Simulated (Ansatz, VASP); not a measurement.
# LaH3: VASP beside Ansatz

```
La H
1.0
     0.00000    2.71500    2.71500
     2.71500    0.00000    2.71500
     2.71500    2.71500    0.00000
La H
1 3
Direct
  0.00000 0.00000 0.00000
  0.50000 0.50000 0.50000
  0.75000 0.75000 0.75000
  0.25000 0.25000 0.25000
```

The cell comes from a database or a generator and needn't be the stable form of this composition.

Alike in both runs: task single point; functional r2SCAN; k mesh 7 × 7 × 7; no spin polarisation.

|  | VASP | Ansatz |
| --- | --- | --- |
| version | VASP 6.6.1 | Ansatz 0.2.0 |
| potentials or method | VASP PAW PBE potentials, release 64 (La, H) | plane waves, PAW |
| plane-wave cutoff (eV) | 520 | 600 |
| occupations | methfessel-paxton of order 1, width 0.1 eV | methfessel-paxton of order 1 |
| valence electrons in the cell | 14 | 14 |

VASP gave:

```
pressure (GPa) : 6.9
```

What did Ansatz give for the same quantities?

Pressure (GPa): 7.3.

Ansatz warned: «stress_scf_threshold_loose».

Caveats: the PAW data sets were made with another functional, which shifts forces and pressure a little (VASP). Spin-orbit coupling is left out, which matters for the levels of La.
